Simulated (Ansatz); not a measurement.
# The P atom under LDA: a free atom in a box

Aim: the energy of a free phosphorus atom, the zero for cohesive energies. It is solved at Γ with spin polarisation and no symmetry, from 3 unpaired electrons. The moment is free to change.

Method: DFT LDA (PW92), plane waves (420 eV) with PAW, scalar-relativistic; PBE-made PAW files, in Ansatz 0.2.0.

A box of 14.0 × 14.4 × 14.8 Å, with unequal sides, keeps the periodic images far apart.

Coordinates:

```xyz
1
Lattice="14.0000 0.0000 0.0000 0.0000 14.4000 0.0000 0.0000 0.0000 14.8000" Properties=species:S:1:pos:R:3 pbc="T T T"
P     7.0000    7.2000    7.4000
```

| quantity | value |
| --- | --- |
| start 3: end moment | 3.00 μB |
| gap between levels | 2.16 eV |
| above black phosphorus | 4.41 eV/atom |

The moment stays at 3.00 μB. Against black phosphorus, computed apart with the same settings, the atom stands 4.41 eV higher. If this is the atom's lowest state, that is the cohesive energy, without zero-point motion.

The gaps are Kohn-Sham values of a semilocal functional, not quasiparticle or optical gaps. Such gaps usually fall short of the measured ones.

**Question.** Which input and command would start the first run of this session?

A: The one that was run. It is one of several that fit.

input.yaml

```yaml
crystal:
  lattice:
    - [14.0, 0.0, 0.0]
    - [0.0, 14.4, 0.0]
    - [0.0, 0.0, 14.8]
  atoms:
    - { symbol: P, position: [0.5, 0.5, 0.5], spin: 3.0 }
  symmetry: { detect: false, time_reversal: true }
hamiltonian:
  xc: lda
  pseudopotentials:
    kind: paw
    azcp:
      P: "pseudopotentials/P.paw.azcp"
basis:
  ecutwfc: 420
  fft_grid_basis: typed
kpoints:
  mp_grid: { grid: [1, 1, 1], shift: [0, 0, 0] }
magnetization:
  spin_polarized: true
scf:
  occupations: { method: fermi_dirac, width: 0.01 }
output:
  write_density: true
  write_potential: true
  elf: true
  volumetric_format: npy
```

Run with:

```sh
$ ansatz run input.yaml --threads 4 --pin off --max-ram 8192MiB --backend cpu --events-out ev --progress --plain --runs-dir out
```
